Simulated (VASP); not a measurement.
VASP inputs for BN (strained zincblende)

INCAR

```
METAGGA = R2SCAN
IBRION = -1
ENCUT = 520
LREAL = .FALSE.
EDIFF = 1E-7
PREC = Accurate
ISIF = 2
ALGO = Normal
LCHARG = .TRUE.
ISMEAR = 0
NSW = 0
NELM = 120
SIGMA = 0.01
LWAVE = .FALSE.
LASPH = .TRUE.
NBANDS = 11
LELF = .TRUE.
```

KPOINTS

```
KPOINTS created by Atomic Simulation Environment
0
Gamma
12 12 12
0 0 0
```

KPOINTS_OPT

```
special points
7
Reciprocal
0.0000000000 0.0000000000 0.0000000000 1
-0.5000000000 -0.5000000000 0.0000000000 1
-0.3750000000 -0.3750000000 0.2500000000 1
-0.3750000000 0.0000000000 0.3750000000 1
0.0000000000 0.0000000000 0.5000000000 1
-0.5000000000 -0.2500000000 0.2500000000 1
0.0000000000 0.5000000000 0.5000000000 1
```

POSCAR

```
B  N
 1.0000000000000000
    -0.0554560606000000    1.8215624230000000    1.8215624230000000
     1.8215624230000000   -0.0554560606000000    1.8215624230000000
     1.8215624230000000    1.8215624230000000   -0.0554560606000000
 B   N
   1   1
Cartesian
  0.0003668791073425  0.0003668791073425  0.0003668791073425
  0.8965503172426574  0.8965503172426574  0.8965503172426574
```

VASP ran with the recommended PBE PAW datasets (8 valence electrons in the cell).

Question: Estimate the main results of this run.

Answer: gap between bands v and c 4.79 eV; least direct gap 8.77 eV; pressure -23.0 GPa.

Band v is the last that the valence electrons fill when counted band by band, and c is the next. Levels in eV from the top of v:

```
point    v−1      v     c    c+1
    Γ  -0.08   0.00  8.77   8.77
    X  -5.07  -4.52  4.79   9.45
    K  -7.46  -3.76  7.54  12.50
    L  -1.88  -1.75  9.91  10.71
    W  -6.72  -6.25  9.91  13.06
```
